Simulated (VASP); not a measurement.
Crystal: TaN.

```
Ta N
1.0
     2.92177    0.00000    0.00000
    -1.46088    2.53033    0.00000
     0.00000    0.00000    5.91652
Ta N
2 2
Direct
  0.00000 0.00000 0.50000
  0.00000 0.00000 0.00000
  0.33333 0.66667 0.25000
  0.66667 0.33333 0.75000
```

The cell comes from a database or a generator and needn't be the stable form of this composition.

Base run:

| Quantity | Value |
| --- | --- |
| Program | VASP 6.6.1 |
| Functional | PBEsol |
| Potentials or basis | VASP PAW PBE potentials, release 64 (Ta_pv, N) |
| Cutoff | 520 eV |
| k mesh | 7 × 7 × 4 |
| Occupations | fermi-dirac, width 0.05 eV |
| Spin | no spin polarisation |

Its results: band gap on the k mesh none (metal or under the smearing width); pressure -9.7 GPa.

Problem. The run is repeated on the same cell with these changes: hubbard terms from none to Ta d U = 5 eV. What comes out?

Solution. Band gap on the k mesh none (metal or under the smearing width); pressure 6.0 GPa.

Caveats: the PAW data sets were made with another functional, which shifts forces and pressure a little; U without spin polarisation on a metal has little footing (some runs).
